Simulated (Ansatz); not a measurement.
Input and command of a calculation in Ansatz (plane waves; scalar-relativistic PAW potentials unless the input names others):

```yaml
crystal:
  lattice:
    - [0.0, -2.5488057612, -2.5488057612]
    - [-2.5488057612, 0.0, -2.5488057612]
    - [2.5488057612, 2.5488057612, -5.0976115224]
  atoms:
    - { symbol: Hf, position: [-0.0120130003, -0.0120130003, 2.148e-07] }
    - { symbol: Hf, position: [0.5120130003, 0.5120130003, 0.4999997852] }
    - { symbol: O, position: [0.1261802403, 0.1261802403, 0.6249998757] }
    - { symbol: O, position: [0.6238197597, 0.6238197597, 0.1250001243] }
    - { symbol: O, position: [0.3738197597, 0.3738197597, 0.8750001243] }
    - { symbol: O, position: [0.8761802403, 0.8761802403, 0.3749998757] }
basis:
  ecutwfc: "350 eV"
kpoints:
  mp_grid: { grid: [6, 6, 8] }
hamiltonian:
  xc: pbe
scf:
  occupations: { method: gaussian, width: 0.05 }
output:
  forces: true
  eigenvalues: true
  stress: true
```

```bash
ansatz run input.yaml --threads 2 --pin off --max-ram 5120MiB --backend cpu --events-out ev --progress --plain --runs-dir out
```

Abridged log:
```
Warning: basis.ecutwfc = 350 eV is below the records' recommended 420 eV, and the density's cutoff is lower with it unless basis.ecutrho_ratio is high enough to keep the records' density cutoff: compare with a run at a higher cutoff
Pseudopotentials: kind: paw
Pseudopotential: Hf, paw, valence charge 26, recommended cutoff 420 eV (normal)
Pseudopotential: O, paw, valence charge 6, recommended cutoff 420 eV (normal)
Functional definition: PBE
Crystal: 6 atoms, lattice volume = 66.232 Å³
Basis set: ecut = 350 eV, 1007 PW (Γ), exchange–correlation on 48×48×80 points (8 copies of the dense FFT grid, shifted against one another)
Bands: 46, of which v1, the nominal top of the filled ones, is band 38 counted from 1 (37 counted from 0)
Symmetry: 4 space group operations
Space group: C2/m (ITA 12), of the structure as read, at distance tolerance 4.0e-5 Å
k-points: 89 of 288
Initial density: superposition of atomic densities (neutral atoms: chi_scale 0, normalization atom), corrected by the library's trained network
Initial wavefunctions: pseudopotential atomic-orbital guess
Functional: x = pbe(κ = 0.804, μ = 0.21951497), c = pbe(β = 0.06672455)
SCF iter   1: F=—  HF=-33722.396084 eV  |F-HF|=—  |Δ(HF+E_count)|=         —  Δρ=5.92e-3  dr2=3.91e-3  ethr=1.77e-3  ⟨swp⟩=5.3  Hψ=12919  notcnv=0
SCF iter   2: F=—  HF=-33722.400465 eV  |F-HF|=—  |Δ(HF+E_count)|=   4.38e-3  Δρ=3.06e-3  dr2=1.38e-3  ethr=5.15e-6  ⟨swp⟩=2.0  Hψ=7477  notcnv=0  defer=1
SCF iter   3: F=—  HF=-33722.402705 eV  |F-HF|=—  |Δ(HF+E_count)|=   2.24e-3  Δρ=6.93e-4  dr2=1.12e-4  ethr=1.82e-6  ⟨swp⟩=2.0  Hψ=6412  notcnv=0
automatic band count: iteration 3 solves 44 bands in place of 46: the levels show a gap, and the empty bands left out lie too high to hold charge; the band table lists the bands solved (type scf.n_extra_bands for more)
SCF iter   4: F=—  HF=-33722.402814 eV  |F-HF|=—  |Δ(HF+E_count)|=   1.09e-4  Δρ=1.73e-4  dr2=2.57e-5  ethr=1.47e-7  ⟨swp⟩=2.0  Hψ=7130  notcnv=0
SCF iter   5: F=—  HF=-33722.402981 eV  |F-HF|=—  |Δ(HF+E_count)|=   1.67e-4  Δρ=1.16e-4  dr2=1.04e-5  ethr=3.39e-8  ⟨swp⟩=2.0  Hψ=6638  notcnv=0
SCF iter   6: F=—  HF=-33722.402987 eV  |F-HF|=—  |Δ(HF+E_count)|=   6.19e-6  Δρ=2.82e-5  dr2=5.44e-7  ethr=1.36e-8  ⟨swp⟩=2.0  Hψ=6418  notcnv=0
SCF iter   7: F=-33722.402988 eV  HF=-33722.402988 eV  |F-HF|=8.41e-9  |Δ(HF+E_count)|=   9.81e-7  Δρ=8.63e-6  dr2=3.93e-8  ethr=1.32e-10  ⟨swp⟩=7.9  Hψ=16906  notcnv=0
SCF 1 converged in 7 iterations: F = -33722.402988 eV  dr2 = 3.93e-8
SCF converged after 7 iterations
Free energy (F): -33722.402988 eV
Harris-Foulkes:  -33722.402988 eV  (|F-HF|=8.41e-9)
Internal energy: -33722.402988 eV  (E = F + TS)
E sigma→0 (E₀):  -33722.402988 eV
Fermi energy:    17.602805 eV
--- Forces (eV/Å), atoms counted from 1 ---
  atom   1  Hf    -0.13302564    -0.13302564    -0.25511564
  atom   2  Hf     0.13302564     0.13302564     0.25511564
  atom   3  O      0.03809069     0.03809069     0.02209328
  atom   4  O      0.03246060     0.03246060     0.00151800
  atom   5  O     -0.03809069    -0.03809069    -0.02209328
  atom   6  O     -0.03246060    -0.03246060    -0.00151800
--- Stress (GPa, compression-positive) ---
       -0.341097       0.227024       0.328258
        0.227024      -0.341097       0.328258
        0.328258       0.328258      -0.450709
  P = ⅓ Tr σ = -0.3776 GPa (-3.776 kbar)
```

Apart from outputs and empty bands, the input differs from a reference run on usual settings in basis.ecutwfc: 420 → "350 eV". The reference, at the same geometry (not necessarily relaxed), gave pressure 0.47 GPa, largest force 0.347 eV/Å, gap on the mesh 3.78 eV. This run converged in 7 SCF iterations (reference: 7) with an energy at zero smearing 65.31 meV/atom above the reference's, pressure -0.38 GPa, largest force 0.317 eV/Å, gap on the mesh 3.77 eV. Its cutoff is looser than usual, and the result moved.

It took 10 s on 2 threads of Intel(R) Xeon(R) Processor @ 2.50GHz (Skylake/Cascade Lake), with other jobs on the host, peak memory 0.46 GiB.